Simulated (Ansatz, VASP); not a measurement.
**One calculation of InP, two programs**

```
In P
1.0
     0.00000    2.85500    2.85500
     2.85500    0.00000    2.85500
     2.85500    2.85500    0.00000
In P
1 1
Direct
  0.00000 0.00000 0.00000
  0.50000 0.50000 0.50000
```

Measurements of this composition are mostly on another form, of space group No. 216.

Alike in both runs: task single point; functional PBE; k mesh 14 × 14 × 14; occupations gaussian, width 0.15 eV; no spin polarisation.

|  | VASP | Ansatz |
| --- | --- | --- |
| version | VASP 6.6.1 | Ansatz 0.2.0 |
| potentials or method | VASP PAW PBE potentials, release 64 (In_d, P) | scalar-relativistic, plane waves, PAW |
| plane-wave cutoff (eV) | 520 | 420 |
| valence electrons in the cell | 18 | 18 |

```tsv
	VASP	Ansatz	Ansatz less VASP
gap on the k mesh at the Fermi level (eV)	none	none	-
pressure (GPa)	-5.3	-5.3	+0.04
```

A gap of «none» marks a metal or a gap that the smearing closes. The functional is the same, so the differences come from potentials, cutoffs and numerics.
